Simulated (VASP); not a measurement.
As:

```
CELL_PARAMETERS angstrom
2.70368 0.00000 0.00000
0.00000 2.70368 0.00000
0.00000 0.00000 2.70368
ATOMIC_POSITIONS crystal
As 0.50000 0.50000 0.50000
```

This isn't the form of As at room conditions, which is rhombohedral.

```yaml
Program: VASP 6.6.1
Task: relaxation of cell and atoms
Functional: PBE
Potentials_or_basis: VASP PAW PBE potentials, release 64 (As)
Cutoff: 600 eV
k_mesh: 10 × 10 × 10
Occupations: fermi-dirac, width 0.05 eV
Spin: no spin polarisation
```

At the start: pressure 2.4 GPa; volume 19.76 Å³/atom.

Question: Where does the relaxation end?

Answer: Over 3 steps the energy falls by 4.0 meV/atom and the volume is 20.31 Å³/atom (+2.8 %); space group Pm-3m (No. 221, to 0.05 Å).

The path:
| step | energy change (eV) | largest force (eV/Å) | pressure (GPa) | volume (Å³) |
| --- | --- | --- | --- | --- |
| 1 | 0.0000 | 0.0000 | 2.37 | 19.76 |
| 2 | -0.0029 | 0.0000 | -1.14 | 20.61 |
| 3 | -0.0040 | 0.0000 | 0.01 | 20.31 |

Final structure:
```
As
1.0
     2.72848    0.00000    0.00000
     0.00000    2.72848    0.00000
     0.00000    0.00000    2.72848
As
1
Direct
  0.50000 0.50000 0.50000
```
